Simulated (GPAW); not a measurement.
Runs of GPAW 26.7.0 on NiO2. It takes space group P-3m1 (No. 164, trigonal). Conventional cell: a = 2.799 Å, b = 2.799 Å, c = 4.618 Å, α = 90.00°, β = 90.00°, γ = 120.00°. Ni (site symmetry -3m) is surrounded by 6 O at 1.88 Å. O (site symmetry 3m) is surrounded by 3 Ni at 1.88 Å. The cell comes from a database or a generator and needn't be the stable form of this composition.

```csv
task,level,potentials or basis,band path,band points,mesh quality,gap on the mesh (eV),pressure (GPa),moment (μB),V0 of scaled cells (Å³/atom),B0 (GPa),largest force (eV/Å)
band structure,PBEsol,"PAW data sets generated in the run's folder for this functional, pw","GMKGALHA,LM,KH",80,not flagged,0.93,-0.9,0.00,-,-,0.20
equation of state,LDA,"the program's PAW data sets (release 1.2.1) made for this functional, pw",-,-,coarse,-,-,-,(b),220,-
band structure,LDA,"the program's PAW data sets (release 1.2.1) made for this functional, pw","GMKGALHA,LM,KH",80,not flagged,(a),-9.4,0.00,-,-,0.73
band structure,r2SCAN,"GPAW PAW data sets (gpaw-data 1.2.1), pw","GMKGALHA,LM,KH",80,not flagged,1.43,-1.6,0.00,-,-,0.14
equation of state,PBEsol,"PAW data sets generated in the run's folder for this functional, pw",-,-,coarse,-,-,-,10.40,198,-
```

Alike in all rows: spin collinear, ferromagnetic start; cell as given; k mesh 7 × 7 × 4; cutoff (eV) 800; smearing fermi-dirac 0.05 eV.

**Question.** Estimate the missing entries.

**Answer.** (a) 0.86; (b) 9.97.

Caveats: some runs use coarse meshes; the stock nickel data set gives pressures a few GPa off other programs; the run has no moments, though such compounds are often magnetic (some runs); a magnetic state may lie lower (some runs); the cell was scaled at fixed shape and fractional positions, which overstates the stiffness of a crystal with free parameters, most of all of layers and chains (some runs); the PAW data sets were made with another functional, which shifts forces and pressure a little (some runs).

A k mesh can miss the band edges.

Runs at the PBE level aren't shown here.
